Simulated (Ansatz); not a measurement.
A run of Ansatz 0.2.0:

The input input.yaml:

```yaml
crystal:
  lattice:
    - [-3.28625, 3.28625, 2.9816]
    - [3.28625, -3.28625, 2.9816]
    - [3.28625, 3.28625, -2.9816]
  atoms:
    - { symbol: Hf, position: [0.0, 0.0, 0.0] }
    - { symbol: Hf, position: [0.75, 0.25, 0.5] }
    - { symbol: Si, position: [0.5, 0.5, 0.0] }
    - { symbol: Si, position: [0.25, 0.75, 0.5] }
    - { symbol: O, position: [0.6802, 0.4957, 0.8155] }
    - { symbol: O, position: [0.2457, 0.9302, 0.3155] }
    - { symbol: O, position: [0.6802, 0.8647, 0.1845] }
    - { symbol: O, position: [0.6147, 0.9302, 0.6845] }
    - { symbol: O, position: [0.0698, 0.3853, 0.3155] }
    - { symbol: O, position: [0.5043, 0.3198, 0.1845] }
    - { symbol: O, position: [0.0698, 0.7543, 0.6845] }
    - { symbol: O, position: [0.1353, 0.3198, 0.8155] }
hamiltonian:
  xc: blyp
  pseudopotentials: { kind: paw }
kpoints:
  mp_grid: { grid: [6, 6, 6] }
  band_path:
    path:
      - [[0.0, 0.0, 0.0], [0.0, 0.0, 0.5], [-0.5, 0.5, 0.5], [0.0, 0.0, 0.0], [0.4557963036, 0.4557963036, -0.4557963036], [0.25, 0.25, 0.25], [0.0, 0.5, 0.0], [-0.4557963036, 0.5442036964, 0.4557963036], [-0.5, 0.5, 0.5]]
      - [[0.0, 0.0, 0.5], [0.25, 0.25, 0.25]]
    npoints: 10
scf:
  occupations: { method: fermi_dirac, width: 0.05 }
  n_extra_bands: 30
output:
  forces: true
  stress: true
  eigenvalues: true
  fatbands: false
  write_density: true
  write_potential: true
  elf: true
  volumetric_format: npy
```

Potentials or basis: Ansatz PAW.

Command:

```console
$ ansatz run input.yaml --threads 4 --pin off --max-ram 11264MiB --backend cpu --events-out ev --progress --plain --runs-dir out
```

Hardware: 4 threads of Arm Neoverse V2, with other jobs on the host.

Problem. How long does it take, and how much memory?

Solution. Wall time 12 s on 4 threads of Arm Neoverse V2 (shared host), peak memory 0.92 GiB. Counts: scf iterations 7, plane waves 2513, k points 30, bands 84.
